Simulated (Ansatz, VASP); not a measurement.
## AlN: VASP beside Ansatz

Contents of INCAR:

```
  PREC = Accurate
  ENCUT = 520
  EDIFF = 1E-7
  ISMEAR = 0
  SIGMA = 0.05
  LREAL = False
  LASPH = True
  NELM = 80
  ALGO = Normal
  ISIF = 2
  LWAVE = False
  LCHARG = False
  GGA = PS
  NBANDS = 11
```

The input KPOINTS:

```
Automatic mesh
0
Gamma
  10 10 10
```

The input POSCAR:

```
AlN
1.0
    0.1136326614      2.1500602843      2.1500602843
    2.1500602843      0.1136326614      2.1500602843
    2.1500602843      2.1500602843      0.1136326614
Al N
1 1
Direct
    0.5000000000      0.5000000000      0.5000000000
    0.0000000000      0.0000000000      0.0000000000
```

Input for Ansatz:

```yaml
crystal:
  lattice:
    - [0.1136326614, 2.1500602843, 2.1500602843]
    - [2.1500602843, 0.1136326614, 2.1500602843]
    - [2.1500602843, 2.1500602843, 0.1136326614]
  atoms:
    - { symbol: Al, position: [0.5, 0.5, 0.5] }
    - { symbol: "N", position: [0.0, 0.0, 0.0] }
basis:
  ecutwfc: 520.0
kpoints:
  mp_grid: { grid: [10, 10, 10] }
hamiltonian:
  xc: pbesol
  pseudopotentials: { kind: paw, azcp: { folder: soft_1 } }
scf:
  occupations: { method: gaussian, width: 0.05 }
output:
  forces: true
  stress: true
  eigenvalues: true
```

Alike in both runs: task single point; functional PBEsol; k mesh 10 × 10 × 10; occupations gaussian, width 0.05 eV; no spin polarisation.

|  | VASP | Ansatz |
| --- | --- | --- |
| version | VASP 6.6.1 | Ansatz 0.2.0 |
| potentials or method | VASP PAW PBE potentials, release 64 (Al, N) | scalar-relativistic, plane waves, PAW |
| plane-wave cutoff (eV) | 520 | 520 |
| valence electrons in the cell | 8 | 8 |

|  | VASP | Ansatz | Ansatz less VASP |
| --- | --- | --- | --- |
| gap on the k mesh at the Fermi level (eV) | 2.89 | 2.89 | +0.001 |
| least direct gap on the mesh (eV) | 3.56 | 3.55 | -0.012 |
| pressure (GPa) | -21.2 | -21.1 | +0.04 |
| largest component of the traceless stress (GPa) | 15.65 | 15.63 | -0.018 |

Ansatz warned: «pseudo_functional_mismatch».

Caveats: so large a pressure means that the cell lies far from this level's equilibrium, or that cutoff or potentials fall short (VASP); the potentials were made for another functional, which shifts forces and pressure (VASP). A k mesh can miss the band edges.
